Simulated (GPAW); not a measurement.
# AlNi3 (Pm-3m) in GPAW: convergence with convergence criteria

Aim: find how far convergence criteria must go before the results for AlNi3 settle, at RPBE. This setting moves, with any that are tied to it; all else stays.

Program: GPAW 26.7.0. These are calculated values, not measurements. Logs are shortened: lines on timing, memory, paths and dates and some standing lists are left out, and cuts for length are marked. The log counts tension as positive stress, the text compression.

## Step 1: The structure

The structure is cubic, space group Pm-3m (No. 221). Conventional cell: a = 3.523 Å, b = 3.523 Å, c = 3.523 Å, α = 90.00°, β = 90.00°, γ = 90.00°. Ni (site symmetry 4/mmm) is surrounded by 8 Ni at 2.49 Å and 4 Al at 2.49 Å. Al (site symmetry m-3m) is surrounded by 12 Ni at 2.49 Å.

The cell is a database's computed one.

## Step 2: With convergence criteria density=0.001 energy=0.01 eigenstates=0.0001

Contents of run.py:

```python
from ase.dft.bandgap import bandgap
from ase.io import read, write
from ase.units import GPa
from gpaw import GPAW, PW

atoms = read('POSCAR')
atoms.set_initial_magnetic_moments([1.0, 1.0, 1.0, 0.0])

calc = GPAW(mode=PW(600),
            xc='RPBE',
            kpts={'size': (6, 6, 6), 'gamma': True},
            occupations={'name': 'fermi-dirac', 'width': 0.05},
            nbands=45,
            convergence={'density': 0.001, 'energy': 0.01, 'eigenstates': 0.0001},
            maxiter=100,
            txt='gpaw.txt')
atoms.calc = calc
energy = atoms.get_potential_energy()
forces = atoms.get_forces()
stress = atoms.get_stress()
calc.write('gs.gpw')
write('result.traj', atoms)
print(f'Energy: {energy:.6f} eV')
print('Forces (eV/A):')
print(forces.round(4))
print('Stress (GPa):', (stress / GPa).round(3))
print('Moments:', calc.get_magnetic_moments().round(3))
print('Fermi level:', round(calc.get_fermi_level(), 4), 'eV')
print(f'Gap: {bandgap(calc)[0]:.4f} eV, direct: {bandgap(calc, direct=True)[0]:.4f} eV')
```

Contents of POSCAR:

```
AlNi3
1.0
    3.5230547267      0.0000000000      0.0000000000
    0.0000000000      3.5230547267      0.0000000000
    0.0000000000      0.0000000000      3.5230547267
Ni Al
3 1
Direct
    0.5000000000      0.5000000000      0.0000000000
    0.5000000000      0.0000000000      0.5000000000
    0.0000000000      0.5000000000      0.5000000000
    0.0000000000      0.0000000000      0.0000000000
```

Potentials or basis: the program's PAW data sets (release 1.2.1) made for this functional, pw.

The run is started by

```bash
> OMP_NUM_THREADS=1 python run.py
```

It took 40 s on 1 thread of Arm Neoverse V1, shared host; peak memory 0.2 GiB.

Results:

```yaml
Free_energy: -25.4306 eV
Pressure: 14.6 GPa
Band_gap_on_the_k_mesh: none (metal or under the smearing width)
Net_moment: 0.71 μB per cell
Site_moments: Ni +0.27; Al -0.02 μB
```

## Step 3: With convergence criteria default

run.py, as its differences from that of step 2:

```diff
@@ -13,3 +13,2 @@
             nbands=45,
-            convergence={'density': 0.001, 'energy': 0.01, 'eigenstates': 0.0001},
             maxiter=100,
```

POSCAR is that of step 2.

Potentials or basis: the program's PAW data sets (release 1.2.1) made for this functional, pw.

The run is started by

```bash
> OMP_NUM_THREADS=1 python run.py
```

Wall time 50 s (1 thread of Arm Neoverse V1, shared host); peak memory 0.2 GiB.

The run converged. Its results:

```
Free energy            : -25.4306 eV
Pressure               : 14.4 GPa
Band gap on the k mesh : none (metal or under the smearing width)
Net moment             : 0.71 μB per cell
Site moments           : Ni +0.27; Al -0.02 μB
```

## Step 4: With convergence criteria density=1e-05 energy=1e-05

run.py, as its differences from that of step 3:

```diff
@@ -13,2 +13,3 @@
             nbands=45,
+            convergence={'density': 1e-05, 'energy': 1e-05},
             maxiter=100,
```

POSCAR is that of step 3.

The run is started by

```bash
> OMP_NUM_THREADS=1 python run.py
```

It took 54 s on 1 thread of Arm Neoverse V1, shared host; peak memory 0.2 GiB.

It converged, with:

```
Free energy            : -25.4306 eV
Pressure               : 14.4 GPa
Band gap on the k mesh : none (metal or under the smearing width)
Net moment             : 0.71 μB per cell
Site moments           : Ni +0.27; Al -0.02 μB
```

## Step 5: With convergence criteria density=1e-05 forces=0.0001

run.py, as its differences from that of step 4:

```diff
@@ -13,3 +13,3 @@
             nbands=45,
-            convergence={'density': 1e-05, 'energy': 1e-05},
+            convergence={'density': 1e-05, 'forces': 0.0001},
             maxiter=100,
```

POSCAR is that of step 4.

The run is started by

```bash
> OMP_NUM_THREADS=1 python run.py
```

Wall time 58 s (1 thread of Arm Neoverse V1, shared host); peak memory 0.2 GiB.

The run converged. Its results:

```
Free energy            : -25.4306 eV
Pressure               : 14.4 GPa
Band gap on the k mesh : none (metal or under the smearing width)
Net moment             : 0.71 μB per cell
Site moments           : Ni +0.27; Al -0.02 μB
```

## Step 6: With convergence criteria density=1e-06 energy=1e-06 eigenstates=1e-10

run.py, as its differences from that of step 5:

```diff
@@ -13,3 +13,3 @@
             nbands=45,
-            convergence={'density': 1e-05, 'forces': 0.0001},
+            convergence={'density': 1e-06, 'energy': 1e-06, 'eigenstates': 1e-10},
             maxiter=100,
```

POSCAR is that of step 5.

Potentials or basis: the program's PAW data sets (release 1.2.1) made for this functional, pw.

The run is started by

```bash
> OMP_NUM_THREADS=1 python run.py
```

gpaw.txt:

```text
__  _  _
 | _ |_)|_||  |
 |__||  | ||/\| - 26.7.0

Input parameters:
  mode=PW(ecut=600.0),
  convergence={'density': 1e-06, 'energy': 1e-06, 'eigenstates': 1e-10},
  kpts=MonkhorstPack(size=(6, 6, 6), gamma=True),
  maxiter=100,
  nbands=45,
  occupations=Occupations(name='fermi-dirac', width=0.05),
  xc=XC(name='RPBE')

Diagonalizing LCAO Hamiltonian
Converting LCAO to pw mode
   .--------.
  /|        |
 * |        |
 |Ni        |
 | .-Ni-----.
 |/   Ni   /
 Al-------*

Atoms  # Å, Bohr magnetons
|   | symbol |        x |        y |        z |    initial magnetic moments |
|---|--------|----------|----------|----------|-----------------------------|
| 0 |     Ni | 1.761527 | 1.761527 | 0.000000 | ( 0.0000,  0.0000,  1.0000) |
| 1 |     Ni | 1.761527 | 0.000000 | 1.761527 | ( 0.0000,  0.0000,  1.0000) |
| 2 |     Ni | 0.000000 | 1.761527 | 1.761527 | ( 0.0000,  0.0000,  1.0000) |
| 3 |     Al | 0.000000 | 0.000000 | 0.000000 | ( 0.0000,  0.0000,  0.0000) |

Unit cell  # Å
| periodic |        x |        y |        z |  lengths |    angles |
|----------|----------|----------|----------|----------|-----------|
|      yes | 3.523055 | 0.000000 | 0.000000 | 3.523055 | 90.000000 |
|      yes | 0.000000 | 3.523055 | 0.000000 | 3.523055 | 90.000000 |
|      yes | 0.000000 | 0.000000 | 3.523055 | 3.523055 | 90.000000 |

Number of symmetries: 48
Symmetry operations  # r_c * U_cc + t_c -> r_c
|    | kind |            matrix            |
|----|------|------------------------------|
|  0 |  E   |  1, 0, 0,  0, 1, 0,  0, 0, 1 |
|  1 |  σ   |  1, 0, 0,  0, 1, 0,  0, 0,-1 |
|  2 |  σ   |  1, 0, 0,  0, 0, 1,  0, 1, 0 |
|  3 |  C4  |  1, 0, 0,  0, 0, 1,  0,-1, 0 |
|  4 |  C4  |  1, 0, 0,  0, 0,-1,  0, 1, 0 |
|  5 |  σ   |  1, 0, 0,  0, 0,-1,  0,-1, 0 |
|  6 |  σ   |  1, 0, 0,  0,-1, 0,  0, 0, 1 |
|  7 |  C2  |  1, 0, 0,  0,-1, 0,  0, 0,-1 |
|  8 |  σ   |  0, 1, 0,  1, 0, 0,  0, 0, 1 |
|  9 |  C2  |  0, 1, 0,  1, 0, 0,  0, 0,-1 |
| 10 |  C3  |  0, 1, 0,  0, 0, 1,  1, 0, 0 |
| 11 |  S6  |  0, 1, 0,  0, 0, 1, -1, 0, 0 |
| 12 |  S6  |  0, 1, 0,  0, 0,-1,  1, 0, 0 |
| 13 |  C3  |  0, 1, 0,  0, 0,-1, -1, 0, 0 |
| 14 |  C4  |  0, 1, 0, -1, 0, 0,  0, 0, 1 |
| 15 |  S4  |  0, 1, 0, -1, 0, 0,  0, 0,-1 |
| 16 |  C3  |  0, 0, 1,  1, 0, 0,  0, 1, 0 |
| 17 |  S6  |  0, 0, 1,  1, 0, 0,  0,-1, 0 |
| 18 |  σ   |  0, 0, 1,  0, 1, 0,  1, 0, 0 |
| 19 |  C4  |  0, 0, 1,  0, 1, 0, -1, 0, 0 |
| 20 |  C2  |  0, 0, 1,  0,-1, 0,  1, 0, 0 |
| 21 |  S4  |  0, 0, 1,  0,-1, 0, -1, 0, 0 |
| 22 |  S6  |  0, 0, 1, -1, 0, 0,  0, 1, 0 |
| 23 |  C3  |  0, 0, 1, -1, 0, 0,  0,-1, 0 |
| 24 |  S6  |  0, 0,-1,  1, 0, 0,  0, 1, 0 |
| 25 |  C3  |  0, 0,-1,  1, 0, 0,  0,-1, 0 |
| 26 |  C4  |  0, 0,-1,  0, 1, 0,  1, 0, 0 |
| 27 |  σ   |  0, 0,-1,  0, 1, 0, -1, 0, 0 |
| 28 |  S4  |  0, 0,-1,  0,-1, 0,  1, 0, 0 |
| 29 |  C2  |  0, 0,-1,  0,-1, 0, -1, 0, 0 |
| 30 |  C3  |  0, 0,-1, -1, 0, 0,  0, 1, 0 |
| 31 |  S6  |  0, 0,-1, -1, 0, 0,  0,-1, 0 |
| 32 |  C4  |  0,-1, 0,  1, 0, 0,  0, 0, 1 |
| 33 |  S4  |  0,-1, 0,  1, 0, 0,  0, 0,-1 |
| 34 |  S6  |  0,-1, 0,  0, 0, 1,  1, 0, 0 |
| 35 |  C3  |  0,-1, 0,  0, 0, 1, -1, 0, 0 |
| 36 |  C3  |  0,-1, 0,  0, 0,-1,  1, 0, 0 |
| 37 |  S6  |  0,-1, 0,  0, 0,-1, -1, 0, 0 |
| 38 |  σ   |  0,-1, 0, -1, 0, 0,  0, 0, 1 |
| 39 |  C2  |  0,-1, 0, -1, 0, 0,  0, 0,-1 |
| 40 |  σ   | -1, 0, 0,  0, 1, 0,  0, 0, 1 |
| 41 |  C2  | -1, 0, 0,  0, 1, 0,  0, 0,-1 |
| 42 |  C2  | -1, 0, 0,  0, 0, 1,  0, 1, 0 |
| 43 |  S4  | -1, 0, 0,  0, 0, 1,  0,-1, 0 |
| 44 |  S4  | -1, 0, 0,  0, 0,-1,  0, 1, 0 |
| 45 |  C2  | -1, 0, 0,  0, 0,-1,  0,-1, 0 |
| 46 |  C2  | -1, 0, 0,  0,-1, 0,  0, 0, 1 |
| 47 |  i   | -1, 0, 0,  0,-1, 0,  0, 0,-1 |

BZ-sampling:
  Number of BZ points: 216
  Number of IBZ points: 20

  Monkhorst-Pack size: [6, 6, 6]
  Monkhorst-Pack shift: [0.08333333333333333, 0.08333333333333333, 0.08333333333333333]

K-points  # in reciprocal-cell coordinates
|     |                                coordinates |     weight |
|-----|--------------------------------------------|------------|
|   0 | (  0.00000000,   0.00000000,   0.00000000) | 0.00462963 |
|   1 | (  0.16666667,   0.00000000,   0.00000000) | 0.02777778 |
|   2 | (  0.16666667,   0.16666667,   0.00000000) | 0.05555556 |
|   3 | (  0.16666667,   0.16666667,   0.16666667) | 0.03703704 |
|   4 | (  0.33333333,   0.00000000,   0.00000000) | 0.02777778 |
|   5 | (  0.33333333,   0.16666667,   0.00000000) | 0.11111111 |
|   6 | (  0.33333333,   0.16666667,   0.16666667) | 0.11111111 |
|   7 | (  0.33333333,   0.33333333,   0.00000000) | 0.05555556 |
|   8 | (  0.33333333,   0.33333333,   0.16666667) | 0.11111111 |
|   9 | (  0.33333333,   0.33333333,   0.33333333) | 0.03703704 |
| ... |                                            |            |
|  19 | (  0.50000000,   0.50000000,   0.50000000) | 0.00462963 |

Plane wave coefficients: 1492
Cutoff: 600.0 eV

Spin-components: 2 (collinear spins)
Bands:           45
Projectors:      23
Spin-degeneracy: 1
Datatype:        complex128

Parallelization:
  kpt:    1
  domain: 1
  band:   1

Density:
  Valence electrons: 51.0
  Components: 2
  Grid points: [20 20 20]
  Charge: 0.0  # |e|

Potential:
  Grid points: [20 20 20]

species:
  Ni:
    name:    Nickel
    Z:       28.0
    valence: 16
    core:    12
    charge:  0.0  # [|e|]
    compensation charges:
      type: gauss
      rc: 0.36  # [Å]
      lmax: 2
    cutoffs:
      filter: 2.14  # [Å]
      core: 1.98  # [Å]
    projectors
    | kind |    occ | energy [eV] | rcut [Å] |
    |------|--------|-------------|----------|
    |   4s |  2.000 |      -5.557 |    1.164 |
    |   3p |  6.000 |     -71.403 |    1.207 |
    |   4p |  0.000 |      -1.222 |    1.207 |
    |   3d |  8.000 |      -8.814 |    1.138 |
    |    s |        |      21.654 |    1.164 |
    |    d |        |      18.397 |    1.138 |

    Using partial waves for Ni as LCAO basis

  Al:
    name:    Aluminium
    Z:       13.0
    valence: 3
    core:    10
    charge:  0.0  # [|e|]
    compensation charges:
      type: gauss
      rc: 0.34  # [Å]
      lmax: 2
    cutoffs:
      filter: 1.91  # [Å]
      core: 2.36  # [Å]
    projectors
    | kind |    occ | energy [eV] | rcut [Å] |
    |------|--------|-------------|----------|
    |   3s |  2.000 |      -7.732 |    1.085 |
    |   3p |  1.000 |      -2.717 |    1.085 |
    |    s |        |      19.479 |    1.085 |
    |    p |        |      24.495 |    1.085 |
    |    d |        |       0.000 |    1.085 |

    Using partial waves for Al as LCAO basis

Reference energy: -130727.166437  # eV

eigensolver:
  PPCG
  Converge bands: occupied
  niter=2

density mixing:
  MSR1-Mixer
  Pratt-step length: 0.05
  Maximum mixing coefficient: 0.75
  Old densities: 10
  SVD Regularization: 0.005
  Good broyden scale: 1.0
  Trust region scale: 1.0
  Backstep threshold: 4.0
  History deletion threshold: 6.0
  Fourier metric: weight=20.0, sigma=0.015

occupation numbers:
  Fermi-Dirac:
    width: 0.0500  # eV

poisson solver:
  ecut: 4800.0  # eV

xc functional:
  name: RPBE with 2 nearest neighbor stencil

convergence criteria:
- Maximum integral of absolute [dens]ity change: 1e-06 electrons / valence electron
- Maximum [total energy] change in last 3 cyles: 1e-06 eV / valence electron
- Maximum integral of absolute [eigenst]ate change: 1e-10 eV^2 / valence electron
maximum number of iterations: 100

SCF iterations
|iter     | |      energy | eigst |  dens |  magmom |
|---------|-|-------------|-------|-------|---------|
|iter:   1| |  -24.765763 | +0.64 |       |  +3.0051|
|iter:   2| |  -24.899449 | -1.39 | -1.13 |  +2.9013|
|iter:   3| |  -25.123133 | -2.43 | -1.22 |  +2.3625|
|iter:   4| |  -25.323029 | -2.47 | -1.34 |  +1.5695|
|iter:   5| |  -25.412192 | -2.71 | -1.72 |  +0.9752|
|iter:   6| |  -25.417846 | -3.73 | -2.21 |  +0.6946|
|iter:   7| |  -25.418741 | -4.84 | -2.59 |  +0.7144|
|iter:   8| |  -25.418753 | -5.31 | -2.88 |  +0.7099|
|iter:   9| |  -25.418518 | -5.89 | -3.20 |  +0.7111|
|iter:  10| |  -25.418491 | -7.29 | -3.81 |  +0.7122|
|iter:  11| |  -25.418493c| -8.59 | -4.63 |  +0.7123|
|iter:  12| |  -25.418485c| -8.52 | -4.96 |  +0.7121|
|iter:  13| |  -25.418482c| -9.74 | -5.49 |  +0.7120|
|iter:  14| |  -25.418481c|-10.50c| -5.91 |  +0.7120|
|iter:  15| |  -25.418481c|-11.22c| -6.72c|  +0.7120|

Converged in 15 steps
Energy contributions relative to reference atoms: (reference = -130727.166437)

Energy contributions:
  Kinetic:          31.751653
  Coulomb:         -21.974455
  Zero:              0.286811
  External:          0.000000
  Xc:              -35.470384
  Entropy:          -0.024213
  Spinorbit:         0.000000
  ----------------------------
  Free energy:     -25.430588
  Extrapolated:    -25.418481

dipole moment: (-13.184963, -13.184963, -13.184963)  # |e|*Ang

Total magnetic moment: (0.000000, 0.000000, 0.711971)

Local magnetic moments
|        x |        y |         z |
|----------|----------|-----------|
| 0.000000 | 0.000000 |  0.268297 |  # Ni   0
| 0.000000 | 0.000000 |  0.268297 |  # Ni   1
| 0.000000 | 0.000000 |  0.268297 |  # Ni   2
| 0.000000 | 0.000000 | -0.016162 |  # Al   3

Fermi level: 9.126
Eigenvalues  # (at kpt = [0.000, 0.000, 0.000])
| band index |      eig [eV] | occ [0-1] |      eig [eV] | occ [0-1] |
|------------|---------------|-----------|---------------|-----------|
|          0 |       -54.642 |     1.000 |       -54.307 |     1.000 |
|        ... |               |           |               |           |
|         15 |         5.632 |     1.000 |         5.933 |     1.000 |
|         16 |         7.673 |     1.000 |         7.907 |     1.000 |
|         17 |         7.673 |     1.000 |         7.907 |     1.000 |
|         18 |         7.673 |     1.000 |         7.907 |     1.000 |
|         19 |         8.534 |     1.000 |         8.710 |     1.000 |
|         20 |         8.534 |     1.000 |         8.710 |     1.000 |
[... 8 lines left out ...]
|         29 |        15.890 |     0.000 |        15.984 |     0.000 |
|         30 |        16.803 |     0.000 |        16.847 |     0.000 |
|        ... |               |           |               |           |
|         44 |        35.281 |     0.000 |        35.258 |     0.000 |

No gap
No difference between direct/indirect transitions

Forces  # eV/Ang
|        x |        y |        z |
|----------|----------|----------|
|  0.00000 | -0.00000 | -0.00000 |  # Ni   0
|  0.00000 | -0.00000 | -0.00000 |  # Ni   1
| -0.00000 | -0.00000 | -0.00000 |  # Ni   2
| -0.00000 | -0.00000 | -0.00000 |  # Al   3

Stress tensor  # eV/Ang^3
|         x |         y |         z |
|-----------|-----------|-----------|
| -0.090100 |  0.000000 |  0.000000 |
|  0.000000 | -0.090100 |  0.000000 |
|  0.000000 |  0.000000 | -0.090100 |

# Writing to gs.gpw (mode='')
```

It took 65 s on 1 thread of Arm Neoverse V1, shared host; peak memory 0.2 GiB.

What came out:

```
Free energy            : -25.4306 eV
Pressure               : 14.4 GPa
Band gap on the k mesh : none (metal or under the smearing width)
Net moment             : 0.71 μB per cell
Site moments           : Ni +0.27; Al -0.02 μB
```

## Step 7: Summary

```tsv
convergence criteria	energy less the tightest run, at zero smearing (meV/atom)	pressure (GPa)	SCF cycles	CPU time (s)	peak memory (GiB)
density=0.001 energy=0.01 eigenstates=0.0001	-0.01	14.58	9	40	0.2
default	0.00	14.43	11	50	0.2
density=1e-05 energy=1e-05	0.00	14.44	13	54	0.2
density=1e-05 forces=0.0001	0.00	14.44	14	58	0.2
density=1e-06 energy=1e-06 eigenstates=1e-10	0.00	14.44	15	65	0.2
```

Against the tightest run, the energy stays within 1 meV/atom from density=0.001 energy=0.01 eigenstates=0.0001 on; the pressure stays within 0.1 GPa from default on. The tightest run that finished is the yardstick and may itself not be fully converged.

Caveats: the stock nickel data set gives pressures a few GPa off other programs.
